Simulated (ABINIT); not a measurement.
Here is an ABINIT 10.8.3 (patched build) calculation.

run.abi

```
ndtset 2

pp_dirpath "./"
pseudos "Zn.GGA_PBE-JTH.xml, S.GGA_PBE-JTH.xml"

acell 3.8212050455 3.8212050455 3.8212050455 Angstrom
rprim
     0.0000000000     0.7071067812     0.7071067812
     0.7071067812     0.0000000000     0.7071067812
     0.7071067812     0.7071067812     0.0000000000
ntypat 2
znucl 30 16
natom 2
typat 1 2
xcart
     4.0530000000     4.0530000000     4.0530000000
     0.0000000000     0.0000000000     0.0000000000 Angstrom

ecut 26.0
pawecutdg 48.0
pawxcdev 0

ixc -106131

occopt 3
tsmear 0.05 eV

nstep 100

iomode 3
prtwf 0
prteig 0
prtebands 0
enunit 1
prtden1 1

kptopt1 1
ngkpt1 9 9 9
nshiftk1 1
shiftk1 0.0 0.0 0.0
nband1 13
tolvrs1 1.0e-9

iscf2 -2
getden2 1
nband2 19
nbdbuf2 4
tolwfr2 1.0e-11
kptopt2 -9
ndivsm2 6
prteig2 1
kptbounds2
     0.0000000000     0.0000000000     0.0000000000
     0.5000000000     0.0000000000     0.5000000000
     0.5000000000     0.2500000000     0.7500000000
     0.3750000000     0.3750000000     0.7500000000
     0.0000000000     0.0000000000     0.0000000000
     0.5000000000     0.5000000000     0.5000000000
     0.6250000000     0.2500000000     0.6250000000
     0.5000000000     0.2500000000     0.7500000000
     0.5000000000     0.5000000000     0.5000000000
     0.3750000000     0.3750000000     0.7500000000
```

Potentials or basis: JTH PAW PBE v2.0.

Command:

```console
$ abinit run.abi > log 2>&1
```

**Question.** Estimate the band gap on the k mesh.

**Answer.** 2.09 eV, direct.

**Question.** Estimate the band gap along the path.

**Answer.** 2.09 eV, direct.

**Question.** Predict the pressure.

**Answer.** 5.5 GPa.

Levels at the corners of the path, in eV from the valence-band top:
```csv
point,band 5,band 6,band 7,band 8,band 9,band 10,band 11,band 12,band 13,band 14
Γ,-5.95,-5.95,0.00,0.00,0.00,2.09,6.43,6.43,6.43,11.75
X,-5.87,-5.73,-4.57,-2.18,-2.18,3.56,4.10,11.00,11.93,11.93
W,-5.98,-5.55,-4.58,-2.68,-2.67,5.84,5.96,7.91,8.36,12.42
K,-5.91,-5.61,-4.61,-3.05,-1.78,4.22,5.99,9.46,9.78,10.66
Γ,-5.95,-5.95,0.00,0.00,0.00,2.09,6.43,6.43,6.43,11.75
L,-5.92,-5.74,-5.24,-0.85,-0.85,3.30,6.98,6.98,9.01,12.28
U,-5.91,-5.61,-4.61,-3.05,-1.78,4.22,5.99,9.46,9.78,10.66
W,-5.98,-5.55,-4.58,-2.68,-2.67,5.84,5.96,7.91,8.36,12.42
L,-5.92,-5.74,-5.24,-0.85,-0.85,3.30,6.98,6.98,9.01,12.28
K,-5.91,-5.61,-4.61,-3.05,-1.78,4.22,5.99,9.46,9.78,10.66
```

Caveat: the PAW data sets were made with another functional, which shifts forces and pressure a little.

**What was measured.**

From “Electronic, vibrational, and thermodynamic properties of ZnS (zincblende and rocksalt structure)”, 2009, arxiv:0911.5022, for a bulk crystal of ZnS at 19 K: band gap 3.85 eV (direct).

Measured gap of ZnS: 3.85 eV (direct; 19 K; quoted in “Electronic, vibrational, and thermodynamic properties of ZnS (zincblende and rocksalt structure)”, 2009, arxiv:0911.5022). This calculation gives 2.09 eV (-1.76 eV). The value is that of BLYP, without temperature or zero-point motion. Semilocal functionals fall short of measured gaps as a rule.
